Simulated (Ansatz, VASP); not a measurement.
CO2 in VASP and in Ansatz

```
CELL_PARAMETERS angstrom
2.63591 -2.38738 0.00000
2.63591 2.38738 0.00000
0.00000 0.00000 6.58717
ATOMIC_POSITIONS crystal
O 0.33198 0.70511 0.60389
O 0.68408 0.30975 0.38669
O 0.18928 0.80583 0.11288
O 0.80321 0.18211 0.88830
C 0.49159 0.49769 0.49826
C 0.01359 0.00556 0.99847
```

Change from the starting cell: atoms moved at random, drawn with an rms of 0.05 Å.

Alike in both runs: task single point; functional PBE; k mesh 8 × 8 × 4; occupations fermi-dirac, width 0.05 eV; no spin polarisation.

```csv
,VASP,Ansatz
version,VASP 6.6.1,Ansatz 0.2.0
potentials or method,"VASP PAW PBE potentials, release 64 (O, C)",Ansatz PAW
plane-wave cutoff (eV),520,420
valence electrons in the cell,32,32
```

|  | VASP | Ansatz | Ansatz less VASP |
| --- | --- | --- | --- |
| gap on the k mesh at the Fermi level (eV) | 6.20 | 6.22 | +0.018 |
| least direct gap on the mesh (eV) | 6.71 | 6.73 | +0.019 |
| pressure (GPa) | 6.6 | 4.9 | -1.72 |
| largest component of the traceless stress (GPa) | 7.03 | 6.75 | -0.274 |
| rms of the force components (eV/Å) | 1.768 | 1.572 | -0.1960 |

Atom by atom the forces differ by 0.336 eV/Å (rms over components). The functional is the same, so the differences come from potentials, cutoffs and numerics.

Caveats: the standard files for N, O and F lose accuracy on very short bonds (VASP); the pressure holds a Pulay correction of +0.8 GPa for the finite cutoff (Ansatz). A k mesh can miss the band edges.
